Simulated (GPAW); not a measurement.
**SnTe: band structure with PBE**

**Measured values to compare with.**

A printed reference work, textbook reports, for a bulk crystal of SnTe at 300 K: band gap 0.18 eV (direct).

The system is SnTe.

```
CELL_PARAMETERS angstrom
0.00000 3.15085 3.15085
3.15085 0.00000 3.15085
3.15085 3.15085 0.00000
ATOMIC_POSITIONS crystal
Te 0.50000 0.50000 0.50000
Sn 0.00000 0.00000 0.00000
```

| Quantity | Value |
| --- | --- |
| Program | GPAW 26.7.0 |
| Task | band structure |
| Functional | PBE |
| Potentials or basis | GPAW PAW data sets (gpaw-data 1.2.1) |
| Cutoff | 600 eV |
| Basis | pw |
| k mesh | 7 × 7 × 7 |
| Occupations | fermi-dirac, width 0.05 eV |
| Spin | no spin polarisation |
| Maxiter | 150 |
| Band path | GXWKGLUWLK,UX |
| Band points | 100 |

| Item | Value |
| --- | --- |
| Pressure | 1.9 GPa |
| Band gap along the path | 0.10 eV, indirect (least direct gap 0.11 eV) |

Levels at the corners of the path, in eV from the Fermi level:
```
point  band 6  band 7  band 8  band 9  band 10  band 11  band 12  band 13  band 14  band 15
    Γ  -12.87   -4.73   -2.23   -2.23    -2.23     3.27     3.27     3.27     4.70     4.70
    X  -11.28   -6.53   -5.66   -3.83    -3.83     2.11     4.84     4.84     6.31     9.06
    W  -11.20   -7.43   -4.91   -4.91    -0.90     0.77     4.56     4.56     5.99     5.99
    K  -11.25   -7.48   -5.26   -3.33    -2.79     2.94     3.01     4.13     5.49     8.03
    Γ  -12.87   -4.73   -2.23   -2.23    -2.23     3.27     3.27     3.27     4.70     4.70
    L  -11.59   -8.40   -1.89   -1.89    -0.06     0.04     0.29     0.29     7.71     8.75
    U  -11.25   -7.48   -5.26   -3.33    -2.79     2.94     3.01     4.13     5.49     8.03
    W  -11.20   -7.43   -4.91   -4.91    -0.90     0.77     4.56     4.56     5.99     5.99
    L  -11.59   -8.40   -1.89   -1.89    -0.06     0.04     0.29     0.29     7.71     8.75
    K  -11.25   -7.48   -5.26   -3.33    -2.79     2.94     3.01     4.13     5.49     8.03
    U  -11.25   -7.48   -5.26   -3.33    -2.79     2.94     3.01     4.13     5.49     8.03
    X  -11.28   -6.53   -5.66   -3.83    -3.83     2.11     4.84     4.84     6.31     9.06
```

Run time: 98 s on 1 thread of Arm Neoverse V1, on a shared host, peak memory 0.34 GiB.

Measured gap of SnTe: 0.18 eV (direct; 300 K; a printed reference work, textbook). This calculation gives 0.10 eV (-0.08 eV). Spin-orbit coupling on Sn, Te is left out. The value is that of PBE, without temperature or zero-point motion. Semilocal functionals fall short of measured gaps as a rule.

Caveat: this odd mesh misses L, where the gap lies, so gap, dielectric constants and Born charges aren't listed; spin-orbit coupling is left out, which moves the levels of the heavy elements.
